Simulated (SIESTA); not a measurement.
Si2Mo:

```
CELL_PARAMETERS angstrom
-1.60000 1.60000 3.93050
1.60000 -1.60000 3.93050
1.60000 1.60000 -3.93050
ATOMIC_POSITIONS crystal
Mo 0.00000 0.00000 0.00000
Si 0.66700 0.66700 0.00000
Si 0.33300 0.33300 0.00000
```

Program: SIESTA 5.4.2. Alike in all runs: cell as given; smearing fermi-dirac 0.05 eV; grid cutoff 800 Ry.

Problem. Order these runs on this cell by their pressure, lowest first.
A. level PBE; potentials or basis PseudoDojo 0.4 standard (PBE files), DZP (energy shift 0.002 Ry); spin off; k mesh 12 × 12 × 12; energy shift 0.002 Ry
B. level OLYP; potentials or basis PseudoDojo 0.4 standard (PBE files, fully relativistic), DZP (energy shift 0.002 Ry; radii capped at 9.5 bohr); spin non-collinear, ferromagnetic start, SOC; k mesh 9 × 9 × 9; energy shift 0.002 Ry
C. level APBE; potentials or basis PseudoDojo 0.4 standard (PBE files, fully relativistic), DZP (energy shift 0.005 Ry); spin non-collinear, ferromagnetic start, SOC; k mesh 9 × 9 × 9; energy shift 0.005 Ry

Solution. B (-3.1 GPa), A (2.7 GPa), C (4.5 GPa).

Caveats: semicore shells carry a single zeta, which can move pressures by several GPa and volumes by a few percent; the basis of atomic orbitals isn't converged, which shifts pressures, moduli and gaps; the potentials were made for another functional, which shifts forces and pressure (some runs).
